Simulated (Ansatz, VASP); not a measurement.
## One calculation of BaTe, two programs

Contents of INCAR:

```
SYSTEM = BaTe
  PREC = Accurate
  ENCUT = 520
  EDIFF = 1E-7
  ISMEAR = -1
  SIGMA = 0.02
  LREAL = .FALSE.
  LASPH = .TRUE.
  NELM = 60
  ALGO = Normal
  ISIF = 2
  LWAVE = .FALSE.
  LCHARG = .FALSE.
  GGA = PE
  NBANDS = 15
```

KPOINTS

```
regular mesh
0
G
  6 6 6
  0 0 0
```

The input POSCAR:

```
BaTe
1.0
    0.1513474688      4.0655061454      4.0655061454
    4.0655061454      0.1513474688      4.0655061454
    4.0655061454      4.0655061454      0.1513474688
Ba Te
1 1
Direct
    0.0032527277      0.0032527277      0.0032527277
    0.2467472723      0.2467472723      0.2467472723
```

Input for Ansatz:

```yaml
crystal:
  lattice:
    - [0.1513474688, 4.0655061454, 4.0655061454]
    - [4.0655061454, 0.1513474688, 4.0655061454]
    - [4.0655061454, 4.0655061454, 0.1513474688]
  atoms:
    - { symbol: Ba, position: [0.0032527277, 0.0032527277, 0.0032527277] }
    - { symbol: Te, position: [0.2467472723, 0.2467472723, 0.2467472723] }
kpoints:
  mp_grid: { grid: [6, 6, 6] }
  band_path:
    path:
      - [0.0, 0.0, 0.0]
      - [-0.5, -0.5, 0.0]
      - [-0.375, -0.375, 0.25]
      - [-0.375, 0.0, 0.375]
      - [0.0, 0.0, 0.5]
      - [-0.5, -0.25, 0.25]
      - [0.0, 0.5, 0.5]
    npoints: 1
hamiltonian:
  xc: pbe
scf:
  occupations: { method: fermi_dirac, width: 0.02 }
  n_extra_bands: 4
output:
  forces: true
  stress: true
  eigenvalues: true
  write_density: true
  write_potential: true
  elf: true
  volumetric_format: npy
```

Change from the starting cell: shear_111 strain +5.8%.

Alike in both runs: task single point; functional PBE; k mesh 6 × 6 × 6; occupations fermi-dirac, width 0.02 eV; no spin polarisation.

```csv
,VASP,Ansatz
version,VASP 6.6.1,Ansatz 0.2.0
potentials or method,"VASP PAW PBE potentials, release 64 (Ba_sv, Te)","plane waves, PAW"
plane-wave cutoff (eV),520,420
valence electrons in the cell,16,26
```

```tsv
	VASP	Ansatz	Ansatz less VASP
gap on the k mesh at the Fermi level (eV)	2.45	2.45	-0.006
pressure (GPa)	-0.8	-1.0	-0.17
largest component of the traceless stress (GPa)	0.21	0.21	+0.001
```

The two sets of potentials don't hold the same shells in valence.

Caveats: spin-orbit coupling is left out, which moves the levels of the heavy elements. A k mesh can miss the band edges.
